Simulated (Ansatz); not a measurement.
# Levels of theory for BaTiO₃ (C222_1)

All numbers come from Ansatz 0.2.0. Calculated for a static, non-magnetic cell.

The cell is BaTiO₃ (C222_1) from a database of computed structures; cell and atoms were relaxed with r2SCAN. Space group C222_1 (No. 20), orthorhombic; a = 5.764 Å, b = 9.914 Å, c = 13.987 Å in the conventional setting, 13.32 Å³ an atom. Ba has 12 O at 2.80–3.03 Å; Ba has 12 O at 2.85–2.89 Å; Ti has 6 O at 1.86–2.13 Å and 1 Ti at 2.70 Å; Ti has 6 O at 1.88–2.12 Å; O has 2 Ti at 1.95–1.99 Å and 4 Ba at 2.81–2.99 Å; O has 2 Ti at 1.88–2.08 Å and 4 Ba at 2.85–3.03 Å; O has 2 Ti at 1.89–2.13 Å and 4 Ba at 2.80–2.89 Å; O has 2 Ti at 1.86–2.12 Å and 4 Ba at 2.84–2.94 Å (further sites aren't listed).

```yaml
crystal:
  lattice:
    - [2.88182, -4.95680, 0.00000]
    - [2.88182, 4.95680, 0.00000]
    - [0.00000, 0.00000, 13.98671]
  atoms:
    - { symbol: Ba, position: [0.34887, 0.68030, 0.40344] }
    - { symbol: Ba, position: [0.68030, 0.34887, 0.59656] }
    - { symbol: Ba, position: [0.65113, 0.31970, 0.90344] }
    - { symbol: Ba, position: [0.00087, 0.99913, 0.25000] }
    - { symbol: Ba, position: [0.99913, 0.00087, 0.75000] }
    - { symbol: Ba, position: [0.31970, 0.65113, 0.09656] }
    - { symbol: Ti, position: [0.35510, 0.69225, 0.65391] }
    - { symbol: Ti, position: [0.69225, 0.35510, 0.34609] }
    - { symbol: Ti, position: [0.97288, 0.97288, 0.00000] }
    - { symbol: Ti, position: [0.30775, 0.64490, 0.84609] }
    - { symbol: Ti, position: [0.02712, 0.02712, 0.50000] }
    - { symbol: Ti, position: [0.64490, 0.30775, 0.15391] }
    - { symbol: O, position: [0.16406, 0.83518, 0.91961] }
    - { symbol: O, position: [0.83487, 0.67053, 0.08058] }
    - { symbol: O, position: [0.51987, 0.03129, 0.24680] }
    - { symbol: O, position: [0.83544, 0.66676, 0.41910] }
    - { symbol: O, position: [0.83518, 0.16406, 0.08039] }
    - { symbol: O, position: [0.16513, 0.32947, 0.58058] }
    - { symbol: O, position: [0.66676, 0.83544, 0.58090] }
    - { symbol: O, position: [0.96871, 0.48013, 0.25320] }
    - { symbol: O, position: [0.47916, 0.52084, 0.75000] }
    - { symbol: O, position: [0.16482, 0.83594, 0.58039] }
    - { symbol: O, position: [0.33324, 0.16456, 0.08090] }
    - { symbol: O, position: [0.52084, 0.47916, 0.25000] }
    - { symbol: O, position: [0.67053, 0.83487, 0.91942] }
    - { symbol: O, position: [0.83594, 0.16482, 0.41961] }
    - { symbol: O, position: [0.32947, 0.16513, 0.41942] }
    - { symbol: O, position: [0.48013, 0.96871, 0.74680] }
    - { symbol: O, position: [0.03129, 0.51987, 0.75320] }
    - { symbol: O, position: [0.16456, 0.33324, 0.91910] }
```

Relaxed lattice by functional, symmetry kept:

| functional | k mesh | a (Å) | b (Å) | c (Å) | volume (Å³/atom) |
| --- | --- | --- | --- | --- | --- |
| PBE | 6×6×2 | 5.829 | 9.970 | 14.103 | 13.66 |
| r2SCAN | 6×6×2 | 5.764 | 9.914 | 13.987 | 13.32 |

On this one geometry the levels give:

| level | k mesh | gap (eV) | kind | edges | least direct gap (eV) |
| --- | --- | --- | --- | --- | --- |
| PBE | 6×6×2 | 2.14 | direct | Γ | 2.14 |
| PBE+SOC | 6×6×2 | 2.14 | direct | Γ | 2.14 |
| r2SCAN | 6×6×2 | 2.51 | direct | Γ | 2.51 |
| HSE06 | 6×6×2 | 3.60 | direct | Γ | 3.60 |
| PBE0 | 6×6×2 | 4.35 | direct | Γ | 4.35 |

PBE: smearing of 0.02 eV; the others have fixed occupations.
Wave cutoffs: 420 eV, 500 eV (r2SCAN).

With HSE06 the gap is 3.60 eV and direct, at Γ. Spin-orbit coupling changes the PBE gap by 0.00 eV, to 2.14 eV.

r2SCAN covers 25 % of the step from PBE to HSE06. For gaps to 0.1 eV, spin-orbit coupling (up to 0.01 eV here) can be left out. Among these functionals the gap stays direct.

r2SCAN (ground state on 6×6×2): ε∞: 4.91, 5.16 and 5.45 along x, y and z. Born charges, averaged over directions: Ba +2.74 to +2.87, Ti +5.49 to +6.62, O -3.10 to -2.64 e. The program notes that the ground state's band table doesn't vouch for all the bands that the response reads.

Only the levels marked +SOC include spin-orbit coupling.
